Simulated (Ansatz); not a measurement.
**CsCl-type GdN, explained**

Method: r²SCAN, scalar-relativistic; collinear spin; PAW, 500 eV, 12×12×12 k-mesh, Gaussian smearing of 0.05 eV; code Ansatz; PAW files: Ansatz's generated set soft_2.

The start was a prototype's sites filled with these elements. The Crystallography Open Database lists the compound in space group Fm-3m (rock salt), so this is a trial structure.

The relaxed structure (symmetry read at 0.01 Å). Symmetry: Pm-3m, No. 221, cubic system. The conventional cell has a = 3.019 Å, b = 3.019 Å, c = 3.019 Å, α = 90.00°, β = 90.00°, γ = 90.00°. Gd (site symmetry m-3m) has 8 N at 2.61 Å as nearest neighbours. Around N (site symmetry m-3m) lie 8 Gd at 2.61 Å. (Shells end 15 % past the nearest neighbour.)

**Question.** Should it be a metal or an insulator?

**Answer.** Formal charges Gd³⁺, N³⁻ leave Gd³⁺ with an open 4f⁷ shell. Exchange should fill one spin channel of a half-filled shell and leave an insulator, so a metal points to the functional or the structure. The run still finds no gap: within 0.1 eV of the Fermi level the projected states are 49 % N 2p, 47 % Gd 5d.

**Question.** What moment should the f shell carry?

**Answer.** Hund's first rule gives Gd³⁺ with 7 f electrons 7 unpaired spins, a spin moment of 7 μB; the run has 6.95 μB on Gd (atomic spheres) and 7.12 f electrons on orthogonalised orbitals. The moment is close to the ion's, so in this run the shell is localised and nearly fully polarised.

**Question.** How ionic is it?

**Answer.** Bader charges against formal ones: Gd +1.77 (+3), N −1.77 (−3). The cations give up 59 % of the formal charge; Bader charges stay under formal ones because the anions' density reaches into the cations' basins, the more so the higher the formal charge and the softer the anion.

**Question.** How stiff is it, in energy terms?

**Answer.** B0·V0 = 158.5 GPa × 13.76 Å³ = 13.61 eV/atom sets the scale: near the minimum ΔE ≈ ½ B0 V0 x², with x = V/V0 − 1, and a pressure of 1.6 GPa squeezes the volume by about 1 %. At the ends of the curve: x = −4.0 % predicts 11.1 meV/atom and the run gives 12.0; x = +6.9 % predicts 32.9 meV/atom and the run gives 29.2. The lopsidedness is anharmonic: atoms resist being pushed together more than being pulled apart.

All results together:

| Quantity | Value |
| --- | --- |
| Volume | 13.76 Å³/atom |
| Band gap | zero (metallic) |
| Density of states at the Fermi level | 0.13 states/(eV·atom) |
| Magnetic state | ferromagnetic |
| Site spin moments | Gd 6.95; N -0.11 μB |
| Spin moment of the cell | 7.00 μB |
| Bader charges | Gd 1.77; N -1.77 e |
| f electrons (orthogonalised atomic orbitals) | Gd 7.12 |
| Formation energy from the elements (0 K, uncorrected) | -0.93 eV/atom |
| Bulk modulus (Birch–Murnaghan) | 158 GPa |
| Pressure derivative B0′ | 4.3 |

Without a U the 4f levels of Gd lie too near the Fermi level, so their share of the states there, and what hangs on it, is overstated. For elements this heavy, spin–orbit coupling would shift levels and gaps; it isn't included here. The run wasn't fully tested for a lower electronic state. Site moments are of spin, integrated over atomic spheres. The moments were started parallel, and the real magnetic order may be another.
